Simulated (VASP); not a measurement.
TaS2: single point with PBE

TaS2:

```
CELL_PARAMETERS angstrom
3.35000 0.00000 0.00000
-1.67500 2.90119 0.00000
0.00000 0.00000 5.86000
ATOMIC_POSITIONS crystal
Ta 0.00000 0.00000 0.00000
S 0.66667 0.33333 0.75000
S 0.33333 0.66667 0.25000
```

* Program: VASP 6.6.1
* Task: single point
* Functional: PBE
* Potentials or basis: VASP PAW PBE potentials, release 64 (Ta_pv, S)
* Cutoff: 520 eV
* k mesh: 9 × 9 × 5
* Occupations: gaussian, width 0.018 eV
* Spin: no spin polarisation
* Further INCAR settings: ALGO = Normal; EDIFF = 1e-06; NBANDS = 18

```json
{
 "Pressure": "9.1 GPa",
 "Largest force": "1.263 eV/Å",
 "Band gap on the k mesh": "none (metal or under the smearing width)"
}
```

Forces in eV/Å, atoms in the order of the input:
```
Ta   0.000  0.000  0.000
S    0.000  0.000 -1.263
S    0.000  0.000  1.263
```

Stress tensor (GPa, compression positive):
```
 7.43  0.00  0.00
 0.00  7.43  0.00
 0.00  0.00 12.57
```

Levels at points of the mesh, in eV from the Fermi level:
| k point | band 9 | band 10 | band 11 | band 12 | band 13 | band 14 |
| --- | --- | --- | --- | --- | --- | --- |
| (0.00, 0.00, 0.00) | -1.34 | -0.80 | -0.80 | 0.03 | 0.03 | 0.28 |

Run time: 49 s on 1 thread of Intel(R) Xeon(R) Platinum 8488C (Sapphire Rapids) (shared host), peak memory 0.21 GiB.

Caveat: this functional lacks dispersion, which binds the layers, so the pressure and a relaxed spacing across them are unreliable; forces of over 1 eV/Å show positions far from the minimum, so gaps and moduli don't describe the material at rest. The run has no spin-orbit coupling, so splittings on Ta are missing.
